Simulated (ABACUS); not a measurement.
# PtSe2 (Sudovikovite) (P-3m1) in ABACUS: further runs

The runs below take PtSe2 (Sudovikovite) through single point, relaxation of cell and atoms, with LDA.

All numbers are computed with ABACUS 3.10.1; they aren't measurements. Logs are shortened: lines on timing, memory, paths and dates and some standing lists are left out, and cuts for length are marked.

## (1) The crystal as given

It takes space group P-3m1 (No. 164, trigonal). The conventional cell has a = 3.724 Å, b = 3.724 Å, c = 5.062 Å, α = 90.00°, β = 90.00°, γ = 120.00°. Pt (site symmetry -3m) is surrounded by 6 Se at 2.49 Å. Se (site symmetry 3m) has 3 Pt at 2.49 Å as nearest neighbours.

## (2) Single point, LDA

Contents of INPUT:

```
INPUT_PARAMETERS
suffix              PtSe2
calculation         scf
basis_type          pw
pseudo_dir          ./
symmetry            1
dft_functional      pz
ecutwfc             40
pseudo_rcut         10
nspin               1
nbands              24
ks_solver           dav
smearing_method     fd
smearing_sigma      0.00367493
scf_thr             1e-08
scf_nmax            100
mixing_type         broyden
mixing_beta         0.7
cal_force           1
cal_stress          1
ecutrho             320
out_chg             1
out_pot             2
out_elf             0
kpar                4
```

Contents of STRU:

```
ATOMIC_SPECIES
Pt 195.0840 pt_lda_v1.4.uspp.F.UPF
Se 78.9710 se_lda_v1.uspp.F.UPF

LATTICE_CONSTANT
1.8897261246

LATTICE_VECTORS
3.7240000000 0.0000000000 0.0000000000
-1.8620000000 3.2250786037 0.0000000000
0.0000000000 0.0000000000 5.0620000000

ATOMIC_POSITIONS
Direct

Pt
0.0
1
0.0000000000 0.0000000000 0.0000000000 1 1 1

Se
0.0
2
0.6666666667 0.3333333333 0.7500000000 1 1 1
0.3333333333 0.6666666667 0.2500000000 1 1 1
```

Contents of KPT:

```
K_POINTS
0
Gamma
6 6 4 0 0 0
```

Potentials or basis: GBRV ultrasoft 1.5 LDA, plane waves.

Run with:

```
OMP_NUM_THREADS=1 mpirun -np 4 abacus > log
```

running log:

```text
ABACUS v3.10.1

               Atomic-orbital Based Ab-initio Computation at UStc

 ------------------------------------------------------------------------------------

 READING GENERAL INFORMATION
                           global_out_dir = OUT.PtSe2/
                           global_in_card = INPUT
                               pseudo_dir = ./
[... 8 lines left out ...]

 READING ATOM TYPE 1
                               atom label = Pt
                      L=0, number of zeta = 1
                      L=1, number of zeta = 1
                      L=2, number of zeta = 1
             number of atom for this type = 1

 READING ATOM TYPE 2
                               atom label = Se
                      L=0, number of zeta = 1
                      L=1, number of zeta = 1
                      L=2, number of zeta = 1
             number of atom for this type = 2

                        TOTAL ATOM NUMBER = 3
DIRECT COORDINATES
    atom                   x                   y                   z     mag                  vx                  vy                  vz
taud_Pt1            0.0000000000        0.0000000000        0.0000000000  0.0000        0.0000000000        0.0000000000        0.0000000000
taud_Se1            0.6666666667        0.3333333333        0.7500000000  0.0000        0.0000000000        0.0000000000        0.0000000000
taud_Se2            0.3333333333        0.6666666667        0.2500000000  0.0000        0.0000000000        0.0000000000        0.0000000000

                          Volume (Bohr^3) = 410.269
                             Volume (A^3) = 60.7955

 Lattice vectors: (Cartesian coordinate: in unit of a_0)
               +3.724                  +0                  +0
               -1.862            +3.22508                  +0
                   +0                  +0              +5.062
 Reciprocal vectors: (Cartesian coordinate: in unit of 2 pi/a_0)
            +0.268528           +0.155035                  -0
                   -0            +0.31007                  -0
                   +0                  -0            +0.19755
 The esolver type has been set to : ksdft_pw

                PAO radial cut off (Bohr) = 10

 Read in pseudopotential file is pt_lda_v1.4.uspp.F.UPF
                     pseudopotential type = US
          exchange-correlation functional = PZ
                 nonlocal core correction = 1
                        valence electrons = 16
                                     lmax = 2
                           number of zeta = 4
                     number of projectors = 6
                           L of projector = 0
[... 5 lines left out ...]
                PAO radial cut off (Bohr) = 10

 Read in pseudopotential file is se_lda_v1.uspp.F.UPF
                     pseudopotential type = US
          exchange-correlation functional = PZ
                 nonlocal core correction = 1
                        valence electrons = 6
                                     lmax = 2
                           number of zeta = 2
                     number of projectors = 6
[... 191 lines left out ...]
 projector 1 L=0
 projector 2 L=0
 projector 3 L=1
 projector 4 L=1
 projector 5 L=2
 projector 6 L=2
      TOTAL NUMBER OF NONLOCAL PROJECTORS = 54

 Init Non-Local PseudoPotential table :
 Init Non-Local-Pseudopotential done.

                                     npwx = 1761

 Make real space PAO into reciprocal space.
       max mesh points in Pseudopotential = 821
     dq(describe PAO in reciprocal space) = 0.01
                                    max q = 763

 number of pseudo atomic orbitals for Pt is 4
WARNING: norm of atomic wavefunction # 3 of atomic type Pt is 0.999989, renormalized
WARNING: norm of atomic wavefunction # 4 of atomic type Pt is 0.997841, renormalized

 number of pseudo atomic orbitals for Se is 2
WARNING: norm of atomic wavefunction # 2 of atomic type Se is 0.999993, renormalized

 -------------------------------------------
 SELF-CONSISTENT
 -------------------------------------------
                                 init_chg = atomic

 PW ALGORITHM --------------- ION=   1  ELEC=   1--------------------------------

 Density error is 2.03692911944
                          Error Threshold = 0.01
----------------------------------------------------------
     Energy           Rydberg                 eV
----------------------------------------------------------
 E_KohnSham     -296.1915898953      -4029.8933222548
 E_Harris       -314.7883610407      -4282.9153742350
 E_Fermi        0.9106092441         12.3894743717
----------------------------------------------------------
[... 87 lines left out ...]
 Density error is 2.70848650782e-11
                          Error Threshold = 2.48913337103e-10
----------------------------------------------------------
     Energy           Rydberg                 eV
----------------------------------------------------------
 E_KohnSham     -297.2715695415      -4044.5871991681
 E_KS(sigma->0) -297.2712774489      -4044.5832250441
 E_Harris       -297.2715682341      -4044.5871813795
 E_band         -10.9882629563       -149.5029873277
 E_one_elec     -90.5538110947       -1232.0478065035
 E_Hartree      60.5545150705        823.8864445850
 E_xc           -115.4077743259      -1570.2033243300
 E_Ewald        -151.8639150062      -2066.2145646717
 E_entropy(-TS) -0.0005841852        -0.0079482479
 E_descf        0.0000000000         0.0000000000
 E_exx          0.0000000000         0.0000000000
 E_Fermi        0.7989548744         10.8703387372
----------------------------------------------------------

 charge density convergence is achieved
 final etot is -4044.5871992 eV
 EFERMI = 10.870338737 eV
The vacuum level is 13.777345588 eV

 STATE ENERGY(eV) AND OCCUPATIONS    NSPIN == 1
 1/6 kpoint (Cartesian) = 0.0000 0.0000 0.0000 (1753 pws)
       1       -42.9516      0.0138889
       2       -42.9516      0.0138889
       3       -42.8628      0.0138889
       4       -4.86743      0.0138889
       5       -2.04731      0.0138889
       6        3.68372      0.0138889
[... 146 lines left out ...]
      23        23.5280        0.00000
      24        24.6378        0.00000

------------------------------------------------------------------------------------------
 TOTAL-FORCE (eV/Angstrom)
------------------------------------------------------------------------------------------
                       Pt1         0.0000000000         0.0000000000         0.0000000000
                       Se1         0.0000000000         0.0000000000        -0.1985753523
                       Se2         0.0000000000         0.0000000000         0.1985753523
------------------------------------------------------------------------------------------

----------------------------------------------------------------
 TOTAL-STRESS (KBAR)
----------------------------------------------------------------
        -4.4750946002        -0.0000000000        -0.0000000000
        -0.0000000000        -4.4750946002         0.0000000000
        -0.0000000000        -0.0000000000       -15.5863458913
----------------------------------------------------------------
 TOTAL-PRESSURE: -8.178845 KBAR

 --------------------------------------------
 !FINAL_ETOT_IS -4044.5871991680755855 eV
 --------------------------------------------
```

Wall time 15 s (4 MPI ranks of AMD EPYC 9R45 (Zen 5), shared host); peak memory 0.84 GiB.

Results:

```
Free energy            : -4044.5872 eV
Pressure               : -0.8 GPa
Largest force          : 0.199 eV/Å
Band gap on the k mesh : none (metal or under the smearing width)
```

Forces in eV/Å, atoms in the order of the input:
```
Pt   0.000  0.000  0.000
Se   0.000  0.000 -0.199
Se   0.000  0.000  0.199
```

Stress tensor (GPa, compression positive):
```
-0.45  0.00  0.00
 0.00 -0.45  0.00
 0.00  0.00 -1.56
```

## (3) Relaxation of cell and atoms, LDA

Contents of INPUT:

```
INPUT_PARAMETERS
suffix              PtSe2
calculation         cell-relax
basis_type          pw
pseudo_dir          ./
latname             hexagonal
symmetry            1
dft_functional      pz
ecutwfc             40
pseudo_rcut         10
nspin               1
nbands              18
ks_solver           dav
smearing_method     fd
smearing_sigma      0.00367493
scf_thr             1e-08
scf_nmax            100
mixing_type         broyden
mixing_beta         0.7
cal_force           1
cal_stress          1
ecutrho             320
relax_nmax          60
force_thr_ev        0.02
relax_method        cg
out_stru            1
stress_thr          0.5
kpar                4
```

STRU: that of step 2 with these lines changed.

```diff
@@ -5,8 +5,6 @@
 LATTICE_CONSTANT
-1.8897261246
+7.0373400881
 
-LATTICE_VECTORS
-3.7240000000 0.0000000000 0.0000000000
--1.8620000000 3.2250786037 0.0000000000
-0.0000000000 0.0000000000 5.0620000000
+LATTICE_PARAMETERS
+1.3592910849
```

KPT is that of step 2.

Potentials or basis: GBRV ultrasoft 1.5 LDA, plane waves.

Run with:

```
OMP_NUM_THREADS=1 mpirun -np 4 abacus > log
```

Run time: 4.9 min. Hardware: 4 MPI ranks of AMD EPYC 9R45 (Zen 5), shared host; peak memory 0.84 GiB.

Results (log left out):

- Free energy: -4044.6268 eV
- Relaxed volume: 19.24 Å³/atom
- Relaxed cell: a = 3.734 Å, b = 3.734 Å, c = 4.780 Å, α = 90.00°, β = 90.00°, γ = 120.00°
- Space group after relaxing (to 0.05 Å): P-3m1 (No. 164)
- Energy gained by relaxing: 13.2 meV/atom
- Ionic steps: 33
- Pressure after relaxing: 0.0 GPa
- Largest force after relaxing: 0.008 eV/Å
- Band gap on the k mesh: none (metal or under the smearing width)

Forces in eV/Å, atoms in the order of the input:
```
Pt   0.000  0.000  0.000
Se   0.000  0.000 -0.008
Se   0.000  0.000  0.008
```

The path:
| step | energy change (eV) | largest force (eV/Å) | pressure (GPa) | volume (Å³) |
| --- | --- | --- | --- | --- |
| 1 | 0.0000 | 0.1986 | -0.82 | 60.80 |
| 2 | -0.0084 | 0.2955 | 0.41 | 59.85 |
| 3 | -0.0076 | 0.5128 | 3.83 | 57.63 |
| 4 | -0.0187 | 0.3888 | 2.54 | 58.03 |
| 5 | -0.0294 | 0.1525 | 0.02 | 58.85 |
| 6 | -0.0299 | 0.1524 | 0.03 | 58.82 |
| 7 | -0.0315 | 0.1439 | 0.03 | 58.72 |
| 8 | -0.0322 | 0.1230 | -0.16 | 58.73 |
| 9 | -0.0339 | 0.0620 | -0.65 | 58.76 |
| 10 | -0.0345 | 0.0793 | -0.42 | 58.63 |
| 11 | -0.0354 | 0.1349 | 0.32 | 58.26 |
| 12 | -0.0364 | 0.1171 | 0.25 | 58.19 |
| 13 | -0.0386 | 0.0605 | 0.03 | 58.01 |
| 14 | -0.0386 | 0.0520 | -0.09 | 58.04 |
| 15 | -0.0387 | 0.0329 | -0.26 | 58.09 |
| 16 | -0.0387 | 0.0356 | -0.24 | 58.08 |
| 17 | -0.0388 | 0.0365 | -0.17 | 58.04 |
| 18 | -0.0388 | 0.0373 | -0.15 | 58.02 |
| 19 | -0.0389 | 0.0406 | -0.08 | 57.98 |
| 20 | -0.0390 | 0.0381 | -0.09 | 57.97 |
| 21 | -0.0391 | 0.0362 | -0.06 | 57.94 |
| 22 | -0.0392 | 0.0325 | -0.08 | 57.92 |
| 23 | -0.0393 | 0.0267 | -0.07 | 57.89 |
| 24 | -0.0394 | 0.0249 | -0.07 | 57.86 |
| 25 | -0.0395 | 0.0223 | 0.00 | 57.79 |
| 26 | -0.0395 | 0.0152 | -0.06 | 57.80 |
| 27 | -0.0396 | 0.0025 | -0.20 | 57.81 |
| 28 | -0.0396 | 0.0026 | -0.18 | 57.80 |
| 29 | -0.0396 | 0.0024 | -0.14 | 57.76 |
| 30 | -0.0396 | 0.0015 | -0.11 | 57.75 |
| 31 | -0.0396 | 0.0072 | -0.04 | 57.72 |
| 32 | -0.0396 | 0.0077 | -0.02 | 57.72 |
| 33 | -0.0396 | 0.0075 | -0.01 | 57.71 |

Final structure:
```
Pt Se
1.0
     3.73352    0.00000    0.00000
    -1.86676    3.23332    0.00000
     0.00000    0.00000    4.78022
Pt Se
1 2
Direct
  0.00000 0.00000 0.00000
  0.66667 0.33333 0.73545
  0.33333 0.66667 0.26455
```

Levels at points of the mesh, in eV from the Fermi level:
```
           k point  band 12  band 13  band 14  band 15  band 16  band 17
(0.00, 0.00, 0.00)    -1.02    -1.02     0.83     1.14     1.14     3.18
(0.50, 0.50, 0.00)    -3.41    -3.34    -2.98     0.53     2.62     5.08
(0.00, 0.00, 0.50)    -1.74    -1.74    -1.68     2.45     2.45     4.93
(0.50, 0.50, 0.50)    -3.15    -2.68    -1.13     0.66     1.54     4.77
```

The run has no spin-orbit coupling, so splittings on Pt are missing. Zero-point motion and thermal expansion aren't in these numbers.
